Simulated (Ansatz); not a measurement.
**In2Sb: how the energy converges with the cutoff**

In2Sb, P1, a = 5.380 Å, b = 5.235 Å, c = 6.769 Å, α, β, γ = 89.3°, 91.9°, 119.5°. Ansatz: PBEsol, PAW, cutoff varied, Γ-centred 6×6×4 mesh on 6 atoms, Gaussian smearing 0.10 eV; no spin polarisation. Single points at one geometry with displaced atoms, the cutoff alone changed; ΔE is the energy at zero smearing over the run at 600 eV. The runs up to 350 eV lie under the cutoff recommended for these PAW datasets.

```tsv
cutoff (eV)	ΔE (meV/atom)
200	8703.58
250	984.25
300	74.03
350	3.82
420	?
```

**Question.** Assume ΔE falls exponentially with the cutoff, fit y = ln ΔE against x, the cutoff in eV, to the other rows, and predict the missing value.

**Answer.** y = 9.071, 6.892, 4.304, 1.340. Means x = 275.0, y = 5.4018; Σ(Δx)² = 12500, ΣΔxΔy = -644.5; the slope is their ratio. y = 19.58 − 0.05156 x, a factor of ten per 45 eV. At 420 eV this gives ΔE = 0.13 meV/atom. The run gave 1.22, a ratio of 0.11. Between neighbouring rows the decay runs from a factor of ten per 39 eV to one per 141 eV, so one exponential is only a rough guide. The fast fall gives way to a slow tail, so a fit to low cutoffs promises convergence too early.

Cost: 6 runs of about 2.3 core-minutes in all, on Oxide Virtual Turin-like Processor (Zen 5) (shared hosts).